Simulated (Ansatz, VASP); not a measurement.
**HfB2 in VASP and in Ansatz**

```
CELL_PARAMETERS angstrom
3.07590 0.00000 0.00000
-1.53795 2.66381 0.00000
0.00000 0.00000 3.40896
ATOMIC_POSITIONS crystal
Hf 0.00000 0.00000 0.00000
B 0.66667 0.33333 0.50000
B 0.33333 0.66667 0.50000
```

Change from the starting cell: volume scaled by 0.94.

Alike in both runs: task single point; functional LDA; k mesh 10 × 10 × 8; occupations fermi-dirac, width 0.05 eV; no spin polarisation.

|  | VASP | Ansatz |
| --- | --- | --- |
| version | VASP 6.6.1 | Ansatz 0.2.0 |
| potentials or method | VASP PAW LDA potentials, release 64 (Hf_pv, B), cutoff 520 eV | all-electron LAPW, scalar-relativistic |

```csv
,VASP,Ansatz,Ansatz less VASP
gap on the k mesh at the Fermi level (eV),none,none,-
pressure (GPa),7.1,6.4,-0.72
largest component of the traceless stress (GPa),0.92,1.27,+0.356
```

A gap of «none» marks a metal or a gap that the smearing closes. Ansatz ran all-electron here, so the differences hold the error of VASP's frozen core and of both bases.

The runs have no spin-orbit coupling, so splittings on Hf are missing.
